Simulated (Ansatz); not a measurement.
Crystal: MnO.

```
Mn O
1.0
     2.97129   -1.71698    0.00000
     2.97129    1.71698    0.00000
    -1.98463    0.00000    2.81031
Mn O
1 1
Direct
  0.50020 0.50020 0.50067
  0.74980 0.74980 0.24934
```

The cell comes from a database or a generator and needn't be the stable form of this composition.

Base run:

```yaml
Program: Ansatz 0.2.0
Functional: PBE
Potentials_or_basis: Ansatz PAW
Cutoff: "420 eV (not typed: the program's choice for these potentials)"
k_mesh: 7 × 7 × 7
Occupations: fermi-dirac, width 0.05 eV
Spin: collinear spin, ferromagnetic start
Starting_moments: "[4.0, 0.0] μB"
```

Its results: band gap on the k mesh none (metal or under the smearing width); pressure -3.9 GPa; net moment 5.00 μB per cell; site moments Mn +4.02; O +0.21 μB.

Task: The run is repeated on the same cell with these changes: functional from PBE to LDA. What comes out?

Result: Band gap on the k mesh none (metal or under the smearing width); pressure -12.9 GPa; net moment 4.97 μB per cell; site moments Mn +3.97; O +0.22 μB.

LDA binds more tightly than PBE, so the same cell stands under less pressure.

Caveats: a cell with one magnetic atom can't hold antiferromagnetic order, which such compounds often take; semilocal functionals often make such compounds metallic where correlation or magnetic order opens a gap, which also shifts bond lengths; the PAW data sets come from PBE, with cores solved anew for the run's functional, which leaves a small shift of forces and pressure (some runs).
